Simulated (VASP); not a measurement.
## MgSe: single point with PBE

Crystal: MgSe.

```
CELL_PARAMETERS angstrom
0.00000 2.77261 2.77261
2.77261 0.00000 2.77261
2.77261 2.77261 0.00000
ATOMIC_POSITIONS crystal
Mg 0.00000 0.00000 0.00000
Se 0.50000 0.50000 0.50000
```

The cell isn't the ideal one: S replaced by Se, lengths x 1.037, strained and moved within the space group.

- Program: VASP 6.6.1
- Task: single point
- Functional: PBE
- Potentials or basis: VASP PAW PBE potentials, release 64 (Mg, Se)
- Cutoff: 520 eV
- k mesh: 6 × 6 × 6
- Occupations: gaussian, width 0.1 eV
- Spin: no spin polarisation

```
Pressure               : -1.3 GPa
Band gap on the k mesh : 1.71 eV, indirect (least direct gap 2.26 eV)
```

Levels at points of the mesh, in eV from the valence-band top:
```
           k point  band 1  band 2  band 3  band 4  band 5  band 6  band 7  band 8  band 9
(0.00, 0.00, 0.00)  -12.67    0.00    0.00    0.00    2.26    7.42    7.42    7.42    9.87
(0.50, 0.00, 0.00)  -11.67   -4.68   -0.53   -0.53    3.76    6.03    6.03    8.22   11.11
(0.50, 0.50, 0.00)  -11.38   -4.00   -1.67   -1.67    1.71    4.10   11.25   11.71   11.71
```

Run time: 7.7 s on 1 thread of Intel(R) Xeon(R) Platinum 8488C (Sapphire Rapids), with other jobs on the host, peak memory 0.16 GiB.

A k mesh can miss the band edges.
